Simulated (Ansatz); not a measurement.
**Turning moments in Gd (R-3m)**

The geometry is a structure from the Materials Project, held fixed and not relaxed.

Functional, mesh and filling: PBE, 11×11×11 k mesh, Fermi–Dirac smearing of 0.1 eV. PAW means Ansatz 0.2.0 on its default frozen-core files. Site moments are integrated in spheres about the atoms.

The first input and its command:

```yaml
crystal:
  lattice:
    - [1.8248561918, 1.0535812136, 8.90239077]
    - [-1.8248561918, 1.0535812136, 8.90239077]
    - [0.0, -2.1071624271, 8.90239077]
  atoms:
    - { symbol: Gd, position: [0.0, 0.0, 0.0], spin: 7.3, spin_axis: [0.0, 0.0, 1.0] }
    - { symbol: Gd, position: [0.2229111, 0.2229111, 0.2229111], spin: 7.3, spin_axis: [0.0, 0.0, 1.0] }
    - { symbol: Gd, position: [0.7770889, 0.7770889, 0.7770889], spin: 7.3, spin_axis: [0.0, 0.0, 1.0] }
magnetization:
  noncollinear: true
kpoints:
  mp_grid: { grid: [11, 11, 11] }
scf:
  occupations: { method: fermi_dirac, width: 0.1 }
hamiltonian:
  xc: pbe
  pseudopotentials: { kind: paw }
output:
  eigenvalues: false
```

Command: `ansatz run input.yaml --threads 2 --pin off --max-ram 6144MiB --backend cpu --events-out ev --progress --plain --runs-dir out`

The input for «in-plane start at Gd1 0°, Gd2 120°, Gd3 240°» by PAW differs from it in these lines, output keys apart:

```diff
-    - { symbol: Gd, position: [0.0, 0.0, 0.0], spin: 7.3, spin_axis: [0.0, 0.0, 1.0] }
-    - { symbol: Gd, position: [0.2229111, 0.2229111, 0.2229111], spin: 7.3, spin_axis: [0.0, 0.0, 1.0] }
-    - { symbol: Gd, position: [0.7770889, 0.7770889, 0.7770889], spin: 7.3, spin_axis: [0.0, 0.0, 1.0] }
+    - { symbol: Gd, position: [0.0, 0.0, 0.0], spin: 7.3, spin_axis: [1.0, 0.0, 0.0] }
+    - { symbol: Gd, position: [0.2229111, 0.2229111, 0.2229111], spin: 7.3, spin_axis: [-0.5, 0.8660254, 0.0] }
+    - { symbol: Gd, position: [0.7770889, 0.7770889, 0.7770889], spin: 7.3, spin_axis: [-0.5, -0.8660254, 0.0] }
```

The runs use spinors without spin–orbit coupling, and in-plane angles count from x. Energies count from the run that starts parallel.

| state | ΔF PAW (meV/atom) | largest moment, PAW (μB) | size of M, PAW (μB/cell) | directions kept |
| --- | --- | --- | --- | --- |
| parallel moments on spinors | 0.0 | ? | 22.57 | yes |
| in-plane start at Gd1 0°, Gd2 120°, Gd3 240° | ? | 7.31 | 2.86 | no |
| start Gd1↑ Gd2↑ Gd3↓ on spinors | -18.6 | 7.34 | 7.25 | yes |

What belongs in the row "in-plane start at Gd1 0°, Gd2 120°, Gd3 240°", column "ΔF PAW (meV/atom)"?

-22.4.

Give the missing entry: row "parallel moments on spinors", column "largest moment, PAW (μB)".

7.28.

For the state «in-plane start at Gd1 0°, Gd2 120°, Gd3 240°», by PAW: Site moments (μB): Gd1 (7.24, 0.00, 0.00); Gd2 (-2.22, 6.96, 0.00); Gd3 (-2.22, -6.96, 0.00). Cell moment 2.86 μB.

Without U a semilocal functional puts the f levels too near the Fermi level, which can change moments and the order of magnetic states; site and cell moments are spin moments. Spin–orbit coupling is left out although heavy atoms are present. With open f shells a run can end in a state that isn't the lowest. None of this fixes the real material's magnetic order: only patterns that fit the cell were computed, at zero temperature, with a functional that can overstate moments.
